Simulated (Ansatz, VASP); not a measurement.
# Sn in VASP and in Ansatz

INCAR

```
PREC = Accurate
ENCUT = 520
EDIFF = 1E-7
ISMEAR = -1
SIGMA = 0.05
LREAL = F
LASPH = T
NELM = 60
ALGO = Normal
ISIF = 2
LWAVE = F
LCHARG = F
GGA = PE
NBANDS = 13
```

The input KPOINTS:

```
Automatic mesh
0
Gamma
  10 10 10
```

Contents of POSCAR:

```
Sn
1.0
   -1.8779300000      1.8983980000      1.9102480000
    1.8946180000     -1.8698070000      1.8983450000
    1.8874050000      1.8792820000     -1.8816570000
Sn
1
Direct
    0.0096000000      0.0063090000     -0.0032590000
```

File input.yaml:

```yaml
crystal:
  lattice:
    - [-1.87793, 1.898398, 1.910248]
    - [1.894618, -1.869807, 1.898345]
    - [1.887405, 1.879282, -1.881657]
  atoms:
    - { symbol: Sn, position: [0.0096, 0.006309, -0.003259] }
hamiltonian:
  xc: pbe
  pseudopotentials: { kind: paw }
kpoints:
  mp_grid: { grid: [10, 10, 10] }
scf:
  occupations: { method: fermi_dirac, width: 0.05 }
output:
  forces: true
  stress: true
  eigenvalues: true
  write_density: true
  write_potential: true
  elf: true
  volumetric_format: npy
```

Change from the starting cell: cell strained at random at fixed volume.

Alike in both runs: task single point; functional PBE; k mesh 10 × 10 × 10; occupations fermi-dirac, width 0.05 eV; no spin polarisation.

|  | VASP | Ansatz |
| --- | --- | --- |
| version | VASP 6.6.1 | Ansatz 0.2.0 |
| potentials or method | VASP PAW PBE potentials, release 64 (Sn_d) | Ansatz PAW |
| plane-wave cutoff (eV) | 520 | 420 |
| valence electrons in the cell | 14 | 14 |

|  | VASP | Ansatz | Ansatz less VASP |
| --- | --- | --- | --- |
| gap on the k mesh at the Fermi level (eV) | none | none | - |
| pressure (GPa) | 0.6 | 0.6 | +0.06 |
| largest component of the traceless stress (GPa) | 0.34 | 0.34 | +0.001 |

A gap of «none» marks a metal or a gap that the smearing closes. The functional is the same, so the differences come from potentials, cutoffs and numerics.
